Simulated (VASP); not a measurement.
# GaSb (F-43m) in VASP: single point with PBE+D3(BJ)

Aim: the single point of GaSb with PBE+D3(BJ).

Program: VASP 6.6.1. These are calculated values, not measurements. Logs are shortened: lines on timing, memory, paths and dates and some standing lists are left out, and cuts for length are marked.

**Measured values to compare with.**

A printed reference work, data compilation reports, for a bulk crystal of GaSb at 4.2 K: band gap 0.811 eV (direct).

How close the calculation comes is told below.

## 1. The cell of the first run

The structure is cubic, space group F-43m (No. 216). Conventional cell: a = 6.118 Å, b = 6.118 Å, c = 6.118 Å, α = 90.00°, β = 90.00°, γ = 90.00°. Within 3.5 Å of Ga (site symmetry -43m) lie 4 Sb at 2.65 Å. Sb (site symmetry -43m) has 4 Ga at 2.65 Å within 3.5 Å.

## 2. Single point, PBE+D3(BJ)

INCAR reads:

```
SYSTEM = GaSb
PREC = Accurate
ENCUT = 500
EDIFF = 1E-6
ISMEAR = 0
SIGMA = 0.01
LREAL = .FALSE.
LASPH = .TRUE.
NELM = 120
ALGO = Normal
ISIF = 2
LWAVE = .FALSE.
LCHARG = .FALSE.
GGA = PE
IVDW = 12
NBANDS = 16
GGA_COMPAT = .FALSE.
```

KPOINTS reads:

```
regular mesh
0
G
  6 6 6
  0 0 0
```

POSCAR reads:

```
GaSb
1.0
    4.3260790000      0.0000000000      0.0000000000
    2.1630395000      3.7464943128      0.0000000000
    2.1630395000      1.2488314376      3.5322287123
Ga Sb
1 1
Direct
    0.0000000000      0.0000000000      0.0000000000
    0.2500000000      0.2500000000      0.2500000000
```

Potentials or basis: VASP PAW PBE potentials, release 64 (Ga_d, Sb).

Launch:

```sh
$ cat potpaw_PBE.64/Ga_d/POTCAR potpaw_PBE.64/Sb/POTCAR > POTCAR
$ mpirun -np 1 vasp_std > vasp.out
```

OUTCAR:

```text
SYSTEM = GaSb
   PREC = Accurate
   ENCUT = 500
   EDIFF = 1E-6
   ISMEAR = 0
   LREAL = .FALSE.
   LASPH = .TRUE.
   NELM = 120
   ISIF = 2
   GGA = PE
   IVDW = 12
 IVDW          = 12

 ion  position               nearest neighbor table
   1  0.000  0.000  0.000-   2 2.65   2 2.65   2 2.65   2 2.65
   2  0.250  0.250  0.250-   1 2.65   1 2.65   1 2.65   1 2.65

  LATTYP: Found a face centered cubic cell.
 ALAT       =     6.1179995937

  Lattice vectors:

 A1 = (   4.3260790000,   0.0000000000,   0.0000000000)
 A2 = (   2.1630395000,   3.7464943128,   0.0000000000)
 A3 = (   2.1630395000,   1.2488314376,   3.5322287123)

Analysis of symmetry for initial positions (statically):
=====================================================================
 Subroutine PRICEL returns:
 Original cell was already a primitive cell.

 Routine SETGRP: Setting up the symmetry group for a
 face centered cubic supercell.

 Subroutine GETGRP returns: Found 24 space group operations
 (whereof 24 operations were pure point group operations)
 out of a pool of 48 trial point group operations.

The static configuration has the point symmetry T_d .

Analysis of symmetry for dynamics (positions and initial velocities):
=====================================================================
 Subroutine PRICEL returns:
 Original cell was already a primitive cell.

 Routine SETGRP: Setting up the symmetry group for a
 face centered cubic supercell.

 Subroutine GETGRP returns: Found 24 space group operations
 (whereof 24 operations were pure point group operations)
 out of a pool of 48 trial point group operations.

The dynamic configuration has the point symmetry T_d .

 Subroutine INISYM returns: Found 24 space group operations
 (whereof 24 operations are pure point group operations),
 and found     1 'primitive' translations

----------------------------------------------------------------------------------------

                                     Primitive cell

  volume of cell :      57.2491

  direct lattice vectors                    reciprocal lattice vectors
     4.326079000  0.000000000  0.000000000     0.231156204 -0.133458097 -0.094369125
     2.163039500  3.746494313  0.000000000     0.000000000  0.266916193 -0.094369125
     2.163039500  1.248831438  3.532228712     0.000000000  0.000000000  0.283107375

  length of vectors
     4.326079000  4.326079000  4.326079000     0.283107375  0.283107375  0.283107375

  position of ions in fractional coordinates (direct lattice)
     0.000000000  0.000000000  0.000000000
     0.250000000  0.250000000  0.250000000

  ion indices of the primitive-cell ions
   primitive index   ion index
                 1           1
                 2           2

----------------------------------------------------------------------------------------

 KPOINTS: regular mesh

Automatic generation of k-mesh.
 Grid dimensions read from file:
 generate k-points for:    6    6    6

 Generating k-lattice:

  Cartesian coordinates                     Fractional coordinates (reciprocal lattice)
     0.038526034 -0.022243016 -0.015728188     0.166666667 -0.000000000 -0.000000000
     0.000000000  0.044486032 -0.015728188     0.000000000  0.166666667  0.000000000
     0.000000000  0.000000000  0.047184563     0.000000000  0.000000000  0.166666667

  Length of vectors
     0.047184563  0.047184563  0.047184563

  Shift w.r.t. Gamma in fractional coordinates (k-lattice)
     0.000000000  0.000000000  0.000000000

 Subroutine IBZKPT returns following result:
 ===========================================

 Found     16 irreducible k-points:

 Following reciprocal coordinates:
            Coordinates               Weight
  0.000000  0.000000  0.000000      1.000000
  0.166667 -0.000000  0.000000      8.000000
  0.333333 -0.000000  0.000000      8.000000
  0.500000  0.000000  0.000000      4.000000
  0.166667  0.166667  0.000000      6.000000
  0.333333  0.166667  0.000000     24.000000
[... 8 lines left out ...]
 -0.333333  0.333333  0.166667     24.000000
 -0.333333  0.500000  0.166667     12.000000
   k-points           NKPTS =     16   k-points in BZ     NKDIM =     16   number of bands    NBANDS=     16
   number of dos      NEDOS =    301   number of ions     NIONS =      2
   total plane-waves  NPLWV =  32768
   dimension x,y,z NGX =    32 NGY =   32 NGZ =   32
   dimension x,y,z NGXF=    64 NGYF=   64 NGZF=   64
   ions per type =               1   1
   NGX,Y,Z   is equivalent  to a cutoff of  12.30, 12.30, 12.30 a.u.
   NGXF,Y,Z  is equivalent  to a cutoff of  24.59, 24.59, 24.59 a.u.
 SYSTEM =  GaSb
   PREC   = accura    normal or accurate (medium, high low for compatibility)
   ISTART =      0    job   : 0-new  1-cont  2-samecut
   ICHARG =      2    charge: 1-file 2-atom 10-const
   ISPIN  =      1    spin polarized calculation?
   LNONCOLLINEAR =      F non collinear calculations
   LSORBIT =      F    spin-orbit coupling
   LASPH  =      T    aspherical Exc in radial PAW
   ENCUT  =  500.0 eV  36.75 Ry    6.06 a.u.   7.89  7.89  7.89*2*pi/ulx,y,z
   NELM   =    120;   NELMIN=  2; NELMDL= -5     # of ELM steps
   EDIFF  = 0.1E-05   stopping-criterion for ELM
   LREAL  =      F    real-space projection
   EDIFFG = 0.1E-04   stopping-criterion for IOM
   NSW    =      0    number of steps for IOM
   IBRION =     -1    ionic relax: 0-MD 1-quasi-New 2-CG
   NFREE  =      0    steps in history (QN), initial steepest desc. (CG)
   ISIF   =      2    stress and relaxation
   ISYM   =      2    0-nonsym 1-usesym 2-fastsym
   POTIM  = 0.5000    time-step for ionic-motion
   TEBEG  =    0.0;   TEEND  =   0.0 temperature during run
   PSTRESS=    0.0 pullay stress
   NELECT =      18.0000    total number of electrons
   NUPDOWN=      -1.0000    fix difference up-down
   EMIN   =  10.00;   EMAX   =-10.00  energy-range for DOS
   EFERMI =   0.00;   METHOD = LEGACY
   ISMEAR =     0;   SIGMA  =   0.01  broadening in eV -4-tet -1-fermi 0-gaus
   EFERMI_NEDOS =   21; number of points for ismear=-14 and -15
   IALGO  =     38    algorithm
   IMIX   =      4    mixing-type and parameters
     AMIX     =   0.40;   BMIX     =  1.00
     AMIX_MAG =   1.60;   BMIX_MAG =  1.00
  volume/ion in A,a.u.               =      28.62       193.17
  Fermi-wavevector in a.u.,A,eV,Ry     =   1.113208  2.103658 16.860768  1.239231
  Thomas-Fermi vector in A             =   2.249790
   LORBIT       =      0    0 simple, 1 ext, 2 COOP (PROOUT), +10 PAW based schemes
   GGA     = PE    functional components
   LHFCALC =     F    Hartree Fock is set to
   AEXX    =    0.0000 exact exchange contribution
   IVDW    =    12    specifies the selected vdW correction
   LEPSILON=     F    determine dielectric tensor
   LRPA    =     F    only Hartree local field effects (RPA)
 non-spin polarized calculation
 Gauss-broadening in eV      SIGMA  =   0.01
  energy-cutoff  :      500.00
  volume of cell :       57.25
 maximum number of plane-waves:      1464
   NGX = 15   NGY = 15   NGZ = 15

 number of electron      17.9999986 magnetization

 Free energy of the ion-electron system (eV)
  ---------------------------------------------------
  ext. energy  EPLUGINS =         0.00000000
  ---------------------------------------------------
  free energy    TOTEN  =        -7.32094777 eV

  energy without entropy =       -7.32094278  energy(sigma->0) =       -7.32094527

 E-fermi :   4.8966     XC(G=0):  -9.0835

 val. band max:        4.8781986052   @ k =   0.0000   0.0000   0.0000
 cond. band min:       4.9121329142   @ k =   0.0000   0.0000   0.0000
 fundamental gap:      0.0339343090
 Fermi energy:         4.8965875549

 k-point     1 :       0.0000    0.0000    0.0000
  band No.  band energies     occupation
      1     -10.1688      2.00000
      2     -10.1688      2.00000
      3     -10.1688      2.00000
      4     -10.1193      2.00000
      5     -10.1193      2.00000
      6      -6.5984      2.00000
[... 8 lines left out ...]
     15      13.4660      0.00000
     16      13.4660      0.00000

 k-point     2 :       0.1667   -0.0000    0.0000
  band No.  band energies     occupation
      1     -10.1758      2.00000
      2     -10.1657      2.00000
      3     -10.1657      2.00000
      4     -10.1196      2.00000
      5     -10.1196      2.00000
      6      -6.3165      2.00000
[... 8 lines left out ...]
     15      12.4790      0.00000
     16      12.4790      0.00000

 k-point     3 :       0.3333   -0.0000    0.0000
  band No.  band energies     occupation
      1     -10.1895      2.00000
      2     -10.1603      2.00000
      3     -10.1603      2.00000
      4     -10.1195      2.00000
      5     -10.1195      2.00000
      6      -5.5648      2.00000
[... 8 lines left out ...]
     15      12.9806      0.00000
     16      12.9806      0.00000

 k-point     4 :       0.5000    0.0000    0.0000
  band No.  band energies     occupation
      1     -10.1962      2.00000
      2     -10.1581      2.00000
      3     -10.1581      2.00000
      4     -10.1190      2.00000
      5     -10.1190      2.00000
      6      -4.9730      2.00000
[... 8 lines left out ...]
     15      14.7686      0.00000
     16      14.7686      0.00000
[... 172 lines left out ...]
 k-point    14 :       0.5000    0.3333    0.1667
  band No.  band energies     occupation
      1     -10.2009      2.00000
      2     -10.1543      2.00000
      3     -10.1514      2.00000
      4     -10.1247      2.00000
      5     -10.1179      2.00000
      6      -4.9207      2.00000
[... 8 lines left out ...]
     15      13.9127      0.00000
     16      15.8708      0.00000

 k-point    15 :      -0.3333    0.3333    0.1667
  band No.  band energies     occupation
      1     -10.2040      2.00000
      2     -10.1536      2.00000
      3     -10.1489      2.00000
      4     -10.1239      2.00000
      5     -10.1191      2.00000
      6      -4.3906      2.00000
[... 8 lines left out ...]
     15      15.3128      0.00000
     16      15.5446      0.00000

 k-point    16 :      -0.3333    0.5000    0.1667
  band No.  band energies     occupation
      1     -10.2087      2.00000
      2     -10.1500      2.00000
      3     -10.1456      2.00000
      4     -10.1271      2.00000
      5     -10.1176      2.00000
      6      -4.1079      2.00000
[... 8 lines left out ...]
     15      14.9060      0.00000
     16      16.2389      0.00000

------------------------ aborting loop because EDIFF is reached ----------------------------------------

 Edisp (eV)   -0.66498

 E8    (eV) :    -0.3119

  FORCE on cell =-STRESS in cart. coord.  units (eV):
  Direction    XX          YY          ZZ          XY          YZ          ZX
  --------------------------------------------------------------------------------------
  -------------------------------------------------------------------------------------
  Total       0.10722     0.10722     0.10722    -0.00000    -0.00000     0.00000
  in kB       3.00068     3.00068     3.00068    -0.00000    -0.00000     0.00000
  external pressure =        3.00 kB  Pullay stress =        0.00 kB

 VOLUME and BASIS-vectors are now :
 -----------------------------------------------------------------------------
  energy-cutoff  :      500.00
  volume of cell :       57.25
      direct lattice vectors                 reciprocal lattice vectors
     4.326079000  0.000000000  0.000000000     0.231156204 -0.133458097 -0.094369125
     2.163039500  3.746494313  0.000000000     0.000000000  0.266916193 -0.094369125
     2.163039500  1.248831438  3.532228712     0.000000000  0.000000000  0.283107375

 POSITION                                       TOTAL-FORCE (eV/Angst)
 -----------------------------------------------------------------------------------
      0.00000      0.00000      0.00000         0.000000      0.000000      0.000000
      2.16304      1.24883      0.88306        -0.000000     -0.000000     -0.000000
 -----------------------------------------------------------------------------------
    total drift:                                0.000001      0.000000      0.000000

  FREE ENERGIE OF THE ION-ELECTRON SYSTEM (eV)
  ---------------------------------------------------
  free  energy   TOTEN  =        -7.9859322500 eV

  energy  without entropy=       -7.9859272558  energy(sigma->0) =       -7.98592975
```

It took 24 s on 1 thread of AMD EPYC 7R13, shared host; peak memory 0.16 GiB.

Results:

```
Free energy                : -7.9859 eV
Pressure                   : 0.3 GPa
Band gap on the k mesh     : 0.03 eV, direct
Dispersion energy per atom : -0.332 eV
```

Caveat: three body term missing; spin-orbit coupling is left out, which moves the levels of the heavy elements.

## 3. Against experiment

Step 2. Measured gap of GaSb: 0.811 eV (direct; 4.2 K; a printed reference work, data compilation). This calculation gives 0.03 eV (-0.78 eV). Spin-orbit coupling on Ga, Sb is left out. The value is that of PBE+D3(BJ) on a finite k mesh, which can miss the band edges, without temperature or zero-point motion. Semilocal functionals fall short of measured gaps as a rule.
